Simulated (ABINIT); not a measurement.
The system is Sb.

```
CELL_PARAMETERS angstrom
4.52770 0.00000 0.00000
0.00000 4.42110 0.00000
-1.32052 0.00000 6.36435
ATOMIC_POSITIONS crystal
Sb 0.33993 0.25000 0.68367
Sb 0.93664 0.75000 0.76276
Sb 0.06336 0.25000 0.23724
Sb 0.66007 0.75000 0.31633
```

This isn't the form of Sb at room conditions, which is rhombohedral.

Base run:

| Property | Result |
| --- | --- |
| Program | ABINIT 10.8.3 (patched build) |
| Functional | LDA |
| Potentials or basis | JTH PAW LDA v2.0 |
| Cutoff | 435 eV |
| k mesh | 6 × 6 × 4 |
| Occupations | fermi-dirac, width 0.05 eV |
| Spin | no spin polarisation |

Its results: band gap on the k mesh none (metal or under the smearing width); pressure -3.5 GPa; largest force 0.236 eV/Å.

**Question.** The run is repeated on the same cell with these changes: functional from LDA to PBEsol; potentials or basis from JTH PAW LDA v2.0 to JTH PAW PBE v2.0. What comes out?

**Answer.** Band gap on the k mesh none (metal or under the smearing width); pressure -2.4 GPa; largest force 0.136 eV/Å.

Caveats: spin-orbit coupling is left out, which moves the levels of the heavy elements; the PAW data sets were made with another functional, which shifts forces and pressure a little (some runs).
